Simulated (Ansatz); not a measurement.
GeO2:
Space group P4₂/mnm (No. 136); a = 4.4279 Å, b = 4.4279 Å, c = 2.8843 Å, α = 90.00°, β = 90.00°, γ = 90.00°

```json
[
 {"atom": "Ge", "site": "2a", "symmetry": "m.mm", "x": "0.0000", "y": "0.0000", "z": "0.0000"},
 {"atom": "O", "site": "4f", "symmetry": "m.2m", "x": "0.3063", "y": "0.3063", "z": "0.0000"}
]
```

Relaxed with PBEsol.

Problem. Decompose the optical modes at the zone centre into irreducible representations, and say which are infrared and Raman allowed.

Solution. Point group 4/mmm: Γ_opt = A1g + A2g + A2u + B1g + 2B1u + B2g + Eg + 3Eu. Infrared: A2u, Eu. Raman: A1g, B1g, B2g, Eg.

Problem. Assign frequencies (DFPT, DFT-PBEsol in the program Ansatz with PAW potentials; without the LO–TO term).

Solution. B1g 149, B1u 202, Eu 287, Eu 348, A2g 436, A2u 490, Eg 507, Eu 624, B1u 626, A1g 670, B2g 817 cm⁻¹.

Subscripts of B labels follow the axes of the standard setting.

Space group P4_2/mnm (rutile). The PBEsol relaxation kept the symmetry of its start; of distortions, only those at the zone centre were tested.

Potentials: the later of the program's two PAW sets.
